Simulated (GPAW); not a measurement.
Wanted: an ASE script for a GPAW 26.7.0 run.

| Property | Result |
| --- | --- |
| Task | band structure |
| Functional | optB88-vdW |
| Potentials or basis | GPAW PAW data sets (gpaw-data 1.2.1) |
| Cutoff | 800 eV |
| Basis | pw |
| k mesh | 6 × 6 × 5 |
| Occupations | fermi-dirac, width 0.05 eV |
| Spin | no spin polarisation |
| Maxiter | 150 |
| older calculator (legacy_gpaw) | yes |
| Band path | GXMGZRAZ,XR,MA |
| Band points | 80 |

Crystal: CuO.

```
CELL_PARAMETERS angstrom
3.42205 0.00000 0.00000
0.00000 3.42205 0.00000
0.00000 0.00000 4.26046
ATOMIC_POSITIONS crystal
Cu 0.00000 0.50000 0.00000
Cu 0.50000 0.00000 0.50000
O 0.00000 0.00000 0.25000
O 0.00000 0.00000 0.75000
```

Measurements of this composition are mostly on another form, of space group No. 15.

One way to write it, as run:

run.py

```python
from ase import Atoms
from ase.dft.bandgap import bandgap
from ase.io import write
from gpaw import GPAW, PW

atoms = Atoms(['Cu', 'Cu', 'O', 'O'],
              cell=[[3.42205097, 0.0, 0.0],
                    [0.0, 3.42205097, 0.0],
                    [0.0, 0.0, 4.26046148]],
              scaled_positions=[[0.0, 0.5, 0.0],
                                [0.5, 0.0, 0.5],
                                [0.0, 0.0, 0.25],
                                [0.0, 0.0, 0.75]],
              pbc=True)

calc = GPAW(mode=PW(800),
            xc={'name': 'optB88-vdW', 'backend': 'libvdwxc'},
            kpts={'size': (6, 6, 5), 'gamma': True},
            occupations={'name': 'fermi-dirac', 'width': 0.05},
            nbands=33,
            convergence={'density': 1e-05, 'energy': 1e-05},
            maxiter=150,
            legacy_gpaw=True,
            txt='gpaw.txt')
atoms.calc = calc
energy = atoms.get_potential_energy()
forces = atoms.get_forces()
calc.write('gs.gpw')
write('result.traj', atoms)
print(f'Energy: {energy:.6f} eV')
print('Forces (eV/A):')
print(forces.round(4))
print('Fermi level:', round(calc.get_fermi_level(), 4), 'eV')
print(f'Gap: {bandgap(calc)[0]:.4f} eV, direct: {bandgap(calc, direct=True)[0]:.4f} eV')

path = atoms.cell.bandpath('GXMGZRAZ,XR,MA', npoints=80, eps=1e-4)
bs_calc = calc.fixed_density(kpts=path, symmetry='off', nbands=47,
                             convergence={'bands': 'CBM+6.0', 'eigenstates': 1e-6}, txt='bands.txt')
bs = bs_calc.band_structure()
bs.write('bs.json')
print(f'Gap on the path: {bandgap(bs_calc)[0]:.4f} eV')
```

Potentials or basis: GPAW PAW data sets (gpaw-data 1.2.1), pw.

The run is started by

```sh
$ OMP_NUM_THREADS=1 python run.py
```

Results of the run:

| Item | Value |
| --- | --- |
| Band gap along the path | none (metal or under the smearing width) |

Caveat: the PAW data sets were made with another functional, which shifts forces and pressure a little; the run has no spin polarisation, though such a crystal can be magnetic; semilocal functionals often make such compounds metallic where correlation or magnetic order opens a gap, which also shifts bond lengths.

It took 2.1 min on 1 thread of Arm Neoverse V2, with other jobs on the host, peak memory 0.53 GiB.
